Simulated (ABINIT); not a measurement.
# PbS (Galena) (Fm-3m) in ABINIT: a series of runs

Runs on PbS (Galena). Level: r2SCAN. Tasks: single point.

Program: ABINIT 10.8.3 (patched build). These are calculated values, not measurements. Logs are shortened: lines on timing, memory, paths and dates and some standing lists are left out, and cuts for length are marked. The log counts tension as positive stress, the text compression.

### Step 1. The crystal as given

It takes space group Fm-3m (No. 225, cubic). Conventional cell: a = 5.931 Å, b = 5.931 Å, c = 5.931 Å, α = 90.00°, β = 90.00°, γ = 90.00°. Pb (site symmetry m-3m) has 6 S at 2.97 Å as nearest neighbours. S (site symmetry m-3m) is surrounded by 6 Pb at 2.97 Å.

### Step 2. Single point, r2SCAN

The input, run.abi:

```
pp_dirpath "./"
pseudos "Pb.GGA_PBE-JTH.xml, S.GGA_PBE-JTH.xml"

acell 3*1.0 Angstrom
rprim
     0.0000000000     2.9657500000     2.9657500000
     2.9657500000     0.0000000000     2.9657500000
     2.9657500000     2.9657500000     0.0000000000
ntypat 2
znucl 82 16
natom 2
typat 1 2
xred
     0.0000000000     0.0000000000     0.0000000000
     0.5000000000     0.5000000000     0.5000000000

ecut 24.0
pawecutdg 46.0

kptopt 1
ngkpt 6 6 6
nshiftk 1
shiftk 0.0 0.0 0.0

ixc -497498
usekden 1
pawxcdev 0

nband 14
occopt 3
tsmear 0.00183747

nstep 100
tolvrs 1.0e-8

iomode 3
prtwf 0
prtden 0
prteig 0
prtebands 0
enunit 2
prtvol 2
```

Potentials or basis: JTH PAW PBE v2.0.

The run is started by

```console
> abinit run.abi > log 2>&1
```

run.abo:

```text
.Version 10.8.3 of ABINIT
 Symmetries : space group Fm -3 m (#225); Bravais cF (face-center cubic)
================================================================================
 Values of the parameters that define the memory need of the present run
     intxc =       0    ionmov =       0      iscf =      17    lmnmax =      18
     lnmax =       6     mgfft =      36  mpssoang =       3    mqgrid =    3001
     natom =       2  nloc_mem =       2    nspden =       1   nspinor =       1
    nsppol =       1      nsym =      48    n1xccc =       1    ntypat =       2
    occopt =       3   xclevel =       2
       mpw =        1994          nfft =       46656          nkpt =          16
 PAW method is used; the additional fine FFT grid is defined by:
   mgfftf=        50    nfftf =    125000
================================================================================
================================================================================

--------------------------------------------------------------------------------
------------- Echo of variables that govern the present computation ------------
--------------------------------------------------------------------------------
 -outvars: echo values of preprocessed input variables --------
            acell      1.8897261259E+00  1.8897261259E+00  1.8897261259E+00 Bohr
              amu      2.07200000E+02  3.20660000E+01
             ecut      2.40000000E+01 Hartree
           enunit           2
              ixc     -497498
         kptrlatt        6    0    0      0    6    0      0    0    6
          kptrlen      4.75553798E+01
            natom           2
            nband          14
            ngfft          36      36      36
          ngfftdg          50      50      50
             nkpt          16
            nstep         100
             nsym          48
           ntypat           2
           occopt           3
        pawecutdg      4.60000000E+01 Hartree
         pawxcdev           0
           prtden           0
        prtebands           0
           prteig           0
          prtkden           1
           prtvol           2
            prtwf           0
            rprim      0.0000000000E+00  2.9657500000E+00  2.9657500000E+00
                       2.9657500000E+00  0.0000000000E+00  2.9657500000E+00
                       2.9657500000E+00  2.9657500000E+00  0.0000000000E+00
          spgroup         225
           tolvrs      1.00000000E-08
           tsmear      1.83747000E-03 Hartree
            typat      1  2
          usekden           1
           useylm           1
           xangst      0.0000000000E+00  0.0000000000E+00  0.0000000000E+00
                       2.9657500000E+00  2.9657500000E+00  2.9657500000E+00
            xcart      0.0000000000E+00  0.0000000000E+00  0.0000000000E+00
                       5.6044552579E+00  5.6044552579E+00  5.6044552579E+00
             xred      0.0000000000E+00  0.0000000000E+00  0.0000000000E+00
                       5.0000000000E-01  5.0000000000E-01  5.0000000000E-01
            znucl       82.00000   16.00000

================================================================================

 chkinp: Checking input parameters for consistency.

================================================================================
== DATASET  1 ==================================================================

--- !DatasetInfo
iteration_state: {dtset: 1, }
dimensions: {natom: 2, nkpt: 16, mband: 14, nsppol: 1, nspinor: 1, nspden: 1, mpw: 1994, }
cutoff_energies: {ecut:  24.0, pawecutdg:  46.0, }
electrons: {nelect:   2.00000000E+01, charge:   0.00000000E+00, occopt:   3.00000000E+00, tsmear:   1.83747000E-03, }
meta: {optdriver: 0, ionmov: 0, optcell: 0, iscf: 17, paral_kgb: 0, }
...

 Real(R)+Recip(G) space primitive vectors, cartesian coordinates (Bohr,Bohr^-1):
 R(1)=  0.0000000  5.6044553  5.6044553  G(1)= -0.0892147  0.0892147  0.0892147
 R(2)=  5.6044553  0.0000000  5.6044553  G(2)=  0.0892147 -0.0892147  0.0892147
 R(3)=  5.6044553  5.6044553  0.0000000  G(3)=  0.0892147  0.0892147 -0.0892147
 Unit cell volume ucvol=  3.5207097E+02 bohr^3
[... 189 lines left out ...]
  -0.42138   -0.42132   -0.42132   -0.42071   -0.42071   -0.29294   -0.03410    0.13796
   0.13796    0.15835    0.35745    0.37964    0.37964    0.48079
      occupation numbers for kpt#   2
   2.00000    2.00000    2.00000    2.00000    2.00000    2.00000    2.00000    2.00000
   2.00000    2.00000    0.00000    0.00000    0.00000    0.00000
 kpt#   3, nband= 14, wtk=  0.03704, kpt=  0.3333  0.0000  0.0000 (reduced coord)
  -0.42178   -0.42178   -0.42133   -0.42002   -0.42002   -0.27089   -0.08676    0.14540
   0.14540    0.19473    0.28374    0.32392    0.32392    0.50754
      occupation numbers for kpt#   3
   2.00000    2.00000    2.00000    2.00000    2.00000    2.00000    2.00000    2.00000
[... 64 lines left out ...]
      occupation numbers for kpt#  14
   2.00000    2.00000    2.00000    2.00000    2.00000    2.00000    2.00000    2.00000
   2.00000    2.00000    0.00000    0.00000    0.00000    0.00000
 kpt#  15, nband= 14, wtk=  0.11111, kpt= -0.3333  0.3333  0.1667 (reduced coord)
  -0.42441   -0.42120   -0.42065   -0.42062   -0.41947   -0.24212   -0.09084    0.06917
   0.07885    0.18024    0.29941    0.38427    0.39705    0.53171
      occupation numbers for kpt#  15
   2.00000    2.00000    2.00000    2.00000    2.00000    2.00000    2.00000    2.00000
   2.00000    2.00000    0.00000    0.00000    0.00000    0.00000
 kpt#  16, nband= 14, wtk=  0.05556, kpt= -0.3333  0.5000  0.1667 (reduced coord)
  -0.42577   -0.42159   -0.42042   -0.42003   -0.41921   -0.23754   -0.07309    0.03658
   0.06851    0.15107    0.34816    0.38909    0.42251    0.48976
      occupation numbers for kpt#  16
   2.00000    2.00000    2.00000    2.00000    2.00000    2.00000    2.00000    2.00000
   2.00000    2.00000    0.00000    0.00000    0.00000    0.00000
 Fermi (or HOMO) energy (eV) =   6.32827   Average Vxc (eV)=  -9.76704
 Eigenvalues (   eV  ) for nkpt=  16  k points:
 kpt#   1, nband= 14, wtk=  0.00463, kpt=  0.0000  0.0000  0.0000 (reduced coord)
 -11.46758  -11.46758  -11.46758  -11.44816  -11.44816   -8.20977   -0.09721    3.67407
   3.67407    3.67407   11.57567   11.57567   11.57567   13.14968
 kpt#   2, nband= 14, wtk=  0.03704, kpt=  0.1667  0.0000  0.0000 (reduced coord)
 -11.46646  -11.46457  -11.46457  -11.44819  -11.44819   -7.97133   -0.92804    3.75421
   3.75421    4.30880    9.72659   10.33052   10.33052   13.08300
 kpt#   3, nband= 14, wtk=  0.03704, kpt=  0.3333  0.0000  0.0000 (reduced coord)
 -11.47734  -11.47734  -11.46503  -11.42929  -11.42929   -7.37125   -2.36081    3.95648
   3.95648    5.29895    7.72092    8.81431    8.81431   13.81082
 kpt#   4, nband= 14, wtk=  0.01852, kpt=  0.5000  0.0000  0.0000 (reduced coord)
 -11.48521  -11.48521  -11.46465  -11.41835  -11.41835   -6.95661   -3.10745    4.08851
   4.08851    6.01856    6.63797    8.19862    8.19862   15.19522
 kpt#   5, nband= 14, wtk=  0.02778, kpt=  0.1667  0.1667  0.0000 (reduced coord)
 -11.47431  -11.47382  -11.45312  -11.45312  -11.44175   -7.88393   -0.94337    3.33661
   3.33661    4.82837    8.63009   11.17581   11.17581   11.77660
 kpt#   6, nband= 14, wtk=  0.11111, kpt=  0.3333  0.1667  0.0000 (reduced coord)
 -11.50342  -11.47213  -11.45572  -11.43993  -11.42535   -7.38513   -1.86124    3.22288
[... 16 lines left out ...]
 kpt#  12, nband= 14, wtk=  0.05556, kpt= -0.3333  0.3333  0.0000 (reduced coord)
 -11.55011  -11.45750  -11.45308  -11.43456  -11.42111   -6.58896   -2.46090    1.35832
   3.26687    4.02308    8.95090    9.69409   11.11778   13.65874
 kpt#  13, nband= 14, wtk=  0.01389, kpt=  0.5000  0.5000  0.0000 (reduced coord)
 -11.62045  -11.49255  -11.42254  -11.40718  -11.40718   -6.48605   -1.35589    0.62197
   2.39267    2.39267   10.17669   12.02031   12.10614   12.10614
 kpt#  14, nband= 14, wtk=  0.11111, kpt=  0.5000  0.3333  0.1667 (reduced coord)
 -11.53639  -11.46839  -11.45555  -11.42642  -11.42359   -6.88874   -2.23834    2.19495
   2.78218    4.45066    8.65387   10.02441   10.54527   13.21523
 kpt#  15, nband= 14, wtk=  0.11111, kpt= -0.3333  0.3333  0.1667 (reduced coord)
 -11.54870  -11.46141  -11.44654  -11.44559  -11.41424   -6.58856   -2.47188    1.88229
   2.14569    4.90458    8.14741   10.45643   10.80422   14.46850
 kpt#  16, nband= 14, wtk=  0.05556, kpt= -0.3333  0.5000  0.1667 (reduced coord)
 -11.58583  -11.47215  -11.44034  -11.42950  -11.40722   -6.46368   -1.98895    0.99531
   1.86425    4.11071    9.47398   10.58761   11.49713   13.32709
 Total charge density [el/Bohr^3]
)     Maximum=    1.9689E+00  at reduced coord.    0.0000    0.0000    0.0000
)Next maximum=    1.9188E+00  at reduced coord.    0.0000    0.0200    0.9800
)     Minimum=   -2.2124E-01  at reduced coord.    0.5000    0.5000    0.5000
)Next minimum=   -1.9917E-01  at reduced coord.    0.5000    0.5000    0.4800
   Integrated=    2.0000E+01

--- !EnergyTerms
iteration_state     : {dtset: 1, }
comment             : Components of total free energy in Hartree
kinetic             :  9.38840961823885E+00
hartree             :  2.02823509335132E+01
xc                  : -5.88286307307239E+00
Ewald energy        : -5.56148219797499E+01
psp_core            :  1.52127328343556E+00
local_psp           : -6.54759995924072E+01
PAW spherical_terms :  7.89629092163839E+01
internal            : -1.68187415936579E+01
'-kT*entropy'       : -1.99517714635609E-06
total_energy        : -1.68187435888350E+01
total_energy_eV     : -4.57661327967907E+02
...

--- !EnergyTermsDC
iteration_state     : {dtset: 1, }
comment             : '"Double-counting" decomposition of free energy'
band_energy         : -4.14790995344238E+00
Ewald energy        : -5.56148219797499E+01
psp_core            :  1.52127328343556E+00
xc_dc               : -1.95849779501538E+01
PAW spherical_terms :  6.10077051802680E+01
internal            : -1.68187314196425E+01
'-kT*entropy'       : -1.99517714635609E-06
total_energy_dc     : -1.68187334148197E+01
total_energy_dc_eV  : -4.57661051118845E+02
...

--- !EnergyTermsWithPAWCore
iteration_state     : {dtset: 1, }
comment             : 'Components of total free energy, including PAW core contributions'
Total energy        : -2.12819779997912E+04
Total energy DC     : -2.12819779896172E+04
Total energy (eV)   : -5.79112123430789E+05
Total energy DC (eV): -5.79112123153940E+05
...

 Cartesian components of stress tensor (hartree/bohr^3)
  sigma(1 1)= -4.70552351E-05  sigma(3 2)=  0.00000000E+00
  sigma(2 2)= -4.70552351E-05  sigma(3 1)=  0.00000000E+00
  sigma(3 3)= -4.70552351E-05  sigma(2 1)=  0.00000000E+00

-Cartesian components of stress tensor (GPa)         [Pressure=  1.3844E+00 GPa]
- sigma(1 1)= -1.38441281E+00  sigma(3 2)=  0.00000000E+00
- sigma(2 2)= -1.38441281E+00  sigma(3 1)=  0.00000000E+00
- sigma(3 3)= -1.38441281E+00  sigma(2 1)=  0.00000000E+00

== END DATASET(S) ==============================================================
================================================================================

 -outvars: echo values of variables after computation  --------
            acell      1.8897261259E+00  1.8897261259E+00  1.8897261259E+00 Bohr
           etotal     -1.6818733415E+01
            fcart     -0.0000000000E+00 -0.0000000000E+00 -0.0000000000E+00
                      -0.0000000000E+00 -0.0000000000E+00 -0.0000000000E+00
            rprim      0.0000000000E+00  2.9657500000E+00  2.9657500000E+00
                       2.9657500000E+00  0.0000000000E+00  2.9657500000E+00
                       2.9657500000E+00  2.9657500000E+00  0.0000000000E+00
           strten     -4.7055235149E-05 -4.7055235149E-05 -4.7055235149E-05
                       0.0000000000E+00  0.0000000000E+00  0.0000000000E+00
           xangst      0.0000000000E+00  0.0000000000E+00  0.0000000000E+00
                       2.9657500000E+00  2.9657500000E+00  2.9657500000E+00
             xred      0.0000000000E+00  0.0000000000E+00  0.0000000000E+00
                       5.0000000000E-01  5.0000000000E-01  5.0000000000E-01
 Calculation completed.
```

Wall time 58 s (1 thread of Arm Neoverse V2, shared host); peak memory 0.16 GiB.

What came out:

```yaml
Free_energy: -457.6611 eV
Pressure: 1.4 GPa
Band_gap_on_the_k_mesh: 0.62 eV, direct
Valence_electrons_inside_the_program's_atomic_spheres: Pb 11.33; S 3.52
```

Levels at points of the mesh, in eV from the valence-band top:
| k point | band 7 | band 8 | band 9 | band 10 | band 11 | band 12 | band 13 | band 14 |
| --- | --- | --- | --- | --- | --- | --- | --- | --- |
| (0.00, 0.00, 0.00) | -6.12 | -2.34 | -2.34 | -2.34 | 5.56 | 5.56 | 5.56 | 7.13 |
| (0.50, 0.00, 0.00) | -9.13 | -1.93 | -1.93 | 0.00 | 0.62 | 2.18 | 2.18 | 9.18 |
| (0.50, 0.50, 0.00) | -7.37 | -5.40 | -3.63 | -3.63 | 4.16 | 6.00 | 6.09 | 6.09 |

Caveat: totals of a meta-GGA on PAW files have another zero than those of a GGA; the PAW data sets were made with another functional, which shifts forces and pressure a little; spin-orbit coupling is left out, which as a rule narrows the gap of such compounds by several tenths of an eV. A k mesh can miss the band edges.

(Part 1 of 2 ends here.)
